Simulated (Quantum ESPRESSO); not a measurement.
MoS2 in Quantum ESPRESSO: the effect of functional

MoS2:

```
Mo S
1.0
     3.16900    0.00000    0.00000
    -1.58450    2.74443    0.00000
     0.00000    0.00000   12.32400
Mo S
2 4
Direct
  0.66667 0.33333 0.75000
  0.33333 0.66667 0.25000
  0.66667 0.33333 0.37700
  0.33333 0.66667 0.87700
  0.66667 0.33333 0.12300
  0.33333 0.66667 0.62300
```

Alike in all runs:

- Program: Quantum ESPRESSO 7.5
- Task: dielectric tensor
- Cutoff: 1088 eV
- Density cutoff: 4354 eV
- k mesh: 4 × 4 × 2, shifted
- Occupations: fermi-dirac, width 0.05 eV
- Spin: no spin polarisation

| functional | potentials or basis | pressure (GPa) | largest force (eV/Å) |
| --- | --- | --- | --- |
| LDA | PseudoDojo 0.4.1 SR LDA standard | ? | ? |
| PBEsol | PseudoDojo 0.4.1 SR PBEsol standard | -3.3 | 0.34 |
| WC | PseudoDojo 0.4.1 SR PBE standard | -2.2 | 0.21 |
| BLYP | PseudoDojo 0.4.1 SR PBE standard | 9.5 | 0.36 |

**Question.** What does the run with functional LDA give?

**Answer.** Pressure -6.0 GPa; largest force 0.50 eV/Å.

Caveats: all runs use coarse meshes; the cell is more than 3 GPa from zero pressure, which shifts response properties (some runs); this functional lacks dispersion, which binds the layers, so the pressure and a relaxed spacing across them are unreliable (some runs); the potentials were made for another functional, which shifts forces and pressure (some runs).

Runs at the PBE level aren't shown here.
